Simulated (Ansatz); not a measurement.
**How far is PAW off for AgCl?**

```
CELL_PARAMETERS angstrom
1.87091 -5.55660 0.00000
1.87091 5.55660 0.00000
0.00000 0.00000 3.92404
ATOMIC_POSITIONS crystal
Ag 0.39656 0.60344 0.75000
Ag 0.60344 0.39656 0.25000
Cl 0.86545 0.13455 0.25000
Cl 0.13455 0.86545 0.75000
```

Atoms are numbered in the order listed.

The cell is the one relaxed in the Materials Project (mp-570858), not relaxed further here; entries there can be hypothetical.

Methods: DFT, PBE, PAW with Ansatz's default frozen-core files, scalar-relativistic (Ansatz 0.2.0); DFT, PBE, all-electron PAW with datasets made for the crystal, scalar-relativistic (Ansatz 0.2.0); DFT, PBE, all-electron LAPW, scalar-relativistic (Ansatz 0.2.0).

For PAW: a Γ-centred 9×9×8 k mesh, Fermi–Dirac smearing of 0.03 eV, cutoff 420 eV, no spin polarisation. The crystal-made all-electron datasets (AE datasets) take a cutoff of 260 eV at this cell. LAPW targets a basis error of 1 meV/atom. The Ansatz runs share mesh, smearing and spin set-up. Plane-wave (PAW) pressures include the program's estimate of the Pulay term.

Stress and pressure are positive in compression.

Spin–orbit coupling is left out, which moves gradients at and beside heavy atoms by some per cent and at worst by a factor of two.

Levels count from the top of the valence band.

```tsv
quantity	PAW	AE datasets	LAPW
pressure (GPa)	1.69	1.70	1.70
stress xx (GPa)	1.67	1.67	1.67
stress yy (GPa)	1.76	1.77	1.77
stress zz (GPa)	1.66	1.66	1.66
force on Ag1, y (eV/Å)	0.013	0.014	0.014
band gap (eV)	0.458	0.461	0.461
highest filled level at C0 (eV)	-0.068	-0.068	-0.068
lowest empty level at C0 (eV)	2.851	2.854	2.854
highest filled level at T (eV)	-0.158	-0.157	-0.158
lowest empty level at T (eV)	3.647	3.650	3.650
highest filled level at Σ0 (eV)	-0.068	-0.068	-0.068
lowest empty level at Σ0 (eV)	2.851	2.854	2.854
field gradient Vzz at Ag1 (10²¹ V/m²)	4.91	4.90	–
field gradient Vzz at Cl3 (10²¹ V/m²)	-5.54	-5.50	–
```

PAW's pressure differs from the LAPW value by about 0.01 GPa or less.
